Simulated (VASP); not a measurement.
Wanted: the native input for a VASP 6.6.1 run.

```
Task                   : band structure
Functional             : LAK
Potentials or basis    : VASP PAW PBE potentials, release 64 (N, B)
Cutoff                 : 520 eV
k mesh                 : 13 × 13 × 13
Occupations            : fermi-dirac, width 0.05 eV
Spin                   : no spin polarisation
Further INCAR settings : ALGO = Normal; EDIFF = 1e-07
```

The structure of BN lies in POSCAR:

```
BN
1.0
    0.0000000000      1.8130010000      1.8130010000
    1.8130010000      0.0000000000      1.8130010000
    1.8130010000      1.8130010000      0.0000000000
N B
1 1
Direct
    0.2500000000      0.2500000000      0.2500000000
    0.0000000000      0.0000000000      0.0000000000
```

The cell is a database's computed one.

The input as run:

INCAR

```
PREC = Accurate ; ENCUT = 520
EDIFF = 1E-7 ; ISMEAR = -1
SIGMA = 0.05 ; LREAL = F
LASPH = T ; NELM = 100
ALGO = Normal ; ISIF = 2
LWAVE = F ; LCHARG = F
METAGGA = LAK ; LMIXTAU = T
```

KPOINTS

```
Automatic mesh
0
Gamma
  13 13 13
```

KPOINTS_OPT

```
path GXWKGLUWLK,UX
15
line-mode
reciprocal
 0.0000000000  0.0000000000  0.0000000000  G
 0.5000000000  0.0000000000  0.5000000000  X

 0.5000000000  0.0000000000  0.5000000000  X
 0.5000000000  0.2500000000  0.7500000000  W

 0.5000000000  0.2500000000  0.7500000000  W
 0.3750000000  0.3750000000  0.7500000000  K

 0.3750000000  0.3750000000  0.7500000000  K
 0.0000000000  0.0000000000  0.0000000000  G

 0.0000000000  0.0000000000  0.0000000000  G
 0.5000000000  0.5000000000  0.5000000000  L

 0.5000000000  0.5000000000  0.5000000000  L
 0.6250000000  0.2500000000  0.6250000000  U

 0.6250000000  0.2500000000  0.6250000000  U
 0.5000000000  0.2500000000  0.7500000000  W

 0.5000000000  0.2500000000  0.7500000000  W
 0.5000000000  0.5000000000  0.5000000000  L

 0.5000000000  0.5000000000  0.5000000000  L
 0.3750000000  0.3750000000  0.7500000000  K

 0.6250000000  0.2500000000  0.6250000000  U
 0.5000000000  0.0000000000  0.5000000000  X
```

Potentials or basis: VASP PAW PBE potentials, release 64 (N, B).

Run with:

```console
$ cat potpaw_PBE.64/N/POTCAR potpaw_PBE.64/B/POTCAR > POTCAR
$ mpirun -np 1 vasp_std > vasp.out
```

It gave:

```json
{
 "Pressure": "0.1 GPa",
 "Band gap on the k mesh": "5.56 eV, indirect (least direct gap 9.71 eV)",
 "Band gap along the path": "5.48 eV, indirect (least direct gap 9.71 eV)"
}
```

Caveat: the PAW data sets were made with another functional, which shifts forces and pressure a little.

Wall time 72 s on 1 thread of Intel(R) Xeon(R) Platinum 8259CL CPU @ 2.50GHz (Skylake/Cascade Lake), on a shared host, peak memory 0.13 GiB.
